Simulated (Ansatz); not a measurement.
CsI (space group Pm-3m) relaxed with several functionals in Ansatz (plane waves to 420 eV, scalar-relativistic PAW, no spin-orbit coupling, symmetry kept). The database cell has 47.62 Å³/atom; its temperature or method isn't stated, so the comparison with it is no error of the functional. No moments.

| functional | conventional cell | V (Å³/atom) | against the database cell (%) | gap on mesh (eV) | largest moment (μB) |
| --- | --- | --- | --- | --- | --- |
| PBE | a = 4.666 Å, b = 4.666 Å, c = 4.666 Å, α = 90.00°, β = 90.00°, γ = 90.00° | 50.79 | 6.7 | 3.69 | 0.00 |
| LDA | a = 4.402 Å, b = 4.402 Å, c = 4.402 Å, α = 90.00°, β = 90.00°, γ = 90.00° | 42.66 | -10.4 | 3.81 | 0.00 |
| PBE+D3(BJ) | a = 4.560 Å, b = 4.560 Å, c = 4.560 Å, α = 90.00°, β = 90.00°, γ = 90.00° | 47.42 | -0.4 | 3.90 | 0.00 |